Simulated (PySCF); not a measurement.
Compound: C₄H₁₀O.
SMILES with atom numbers: `[CH3:1][C:2]([CH3:3])([CH3:4])[OH:5]` (hydrogens: H6, H7, H8 on C1; H9, H10, H11 on C3; H12, H13, H14 on C4; H15 on O5)

Method used: PySCF, PBE0-D3(BJ)/def2-SVP geometry optimisation, gas phase.

Entries marked ? are missing. Bonds in one row agree within 0.01 Å.

| coordinate | value |
| --- | --- |
| C1–C2, C2–C3, C2–C4 | ? |
| C2–O5 | ? |
| C1–H6 and 8 like bonds | 1.101 Å |
| O5–H15 | 0.963 Å |
| C2–C1–H6 | ? |
| C2–C1–H7 | ? |
| H6–C1–H7 | ? |
| H6–C1–H8 | ? |
| C1–C2–C3 | 110.7° |
| C1–C2–O5 | 109.7° |
| C4–C2–O5 | 105.3° |
| C2–O5–H15 | ? |

**Question.** Fill in the missing values.

**Answer.** 
- C1–C2, C2–C3, C2–C4 = 1.526 Å, drawn single (methyl carbon to carbinol carbon (C–OH)); 0.01 Å above the sum of covalent radii, 1.52 Å.
- C2–O5 = 1.419 Å, drawn single (carbinol carbon (C–OH) to alcohol oxygen); equal to the sum of covalent radii, 1.42 Å.
- C2–C1–H6 = 111.7°, at the methyl carbon; the outer atoms are 2.189 Å apart.
- C2–C1–H7 = 110.1°, at the methyl carbon; the outer atoms are 2.168 Å apart.
- H6–C1–H7 = 108.6°, at the methyl carbon; the outer atoms are 1.787 Å apart.
- H6–C1–H8 = 107.6°, at the methyl carbon; the outer atoms are 1.778 Å apart.
- C2–O5–H15 = 107.6°, at the alcohol oxygen; the outer atoms are 1.941 Å apart.

Radii are Cordero's, carbon taken as 0.76, 0.73 or 0.69 Å for four, three, and two or fewer neighbours.

Stationary, but not proved a minimum.

Conformer computed: `[CH3:1][C:2]([CH3:3])([CH3:4])[OH:5]`: H–O5–C2–C1 -61°.
